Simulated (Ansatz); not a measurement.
Set up this calculation in Ansatz 0.2.0, as the native input.

* Task: relaxation of cell and atoms
* Functional: revPBE
* Dispersion: D3(BJ)
* Potentials or basis: Ansatz PAW
* Cutoff: 420 eV (not typed: the program's choice for these potentials)
* k mesh: 8 × 8 × 7
* Occupations: fermi-dirac, width 0.05 eV
* Spin: no spin polarisation

The system is PbS.

```
Pb S
1.0
     4.08970    0.00000    0.00000
    -2.04485    3.54178    0.00000
     0.00000    0.00000    3.78817
Pb S
1 1
Direct
  0.00000 0.00000 0.00000
  0.66667 0.33333 0.50000
```

Measurements of this composition are mostly on another form, of space group No. 225.

One way to write it, as run:

input.yaml

```yaml
crystal:
  lattice:
    - [4.0896976867, 0.0, 0.0]
    - [-2.0448488433, 3.5417820905, 0.0]
    - [0.0, 0.0, 3.788167]
  atoms:
    - { symbol: Pb, position: [0.0, 0.0, 0.0] }
    - { symbol: S, position: [0.6666666667, 0.3333333333, 0.5] }
hamiltonian:
  xc: revpbe
  pseudopotentials: { kind: paw }
  dispersion: d3bj
kpoints:
  mp_grid: { grid: [8, 8, 7] }
scf:
  occupations: { method: fermi_dirac, width: 0.05 }
output:
  forces: true
  stress: true
  eigenvalues: true
relax:
  f_tol: 0.01
  max_steps: 40
  cell: { stress_tol: 0.05 }
```

Potentials or basis: Ansatz PAW.

Command:

```bash
$ ansatz run input.yaml --threads 2 --pin off --max-ram 5632MiB --backend cpu --events-out ev --progress --plain --runs-dir out
```

It gave:

| Quantity | Value |
| --- | --- |
| Relaxed volume | 25.96 Å³/atom |
| Relaxed cell | a = 3.986 Å, b = 3.986 Å, c = 3.773 Å, α = 90.00°, β = 90.00°, γ = 120.00° |
| Space group after relaxing (to 0.05 Å) | P-6m2 (No. 187) |
| Energy gained by relaxing | 11.3 meV/atom |
| Ionic steps | 5 |
| Pressure after relaxing | 0.0 GPa |
| Band gap on the k mesh | none (metal or under the smearing width) |

Caveat: the plane-wave basis is chosen anew once the cell has moved, so the energies of steps on either side of that aren't comparable; pairwise dispersion overbinds metals, which lowers pressure and volume; the PAW data sets come from PBE, with cores solved anew for the run's functional, which leaves a small shift of forces and pressure.

Run time: 9.4 s on 2 threads of Arm Neoverse V1, with other jobs on the host, peak memory 0.35 GiB.
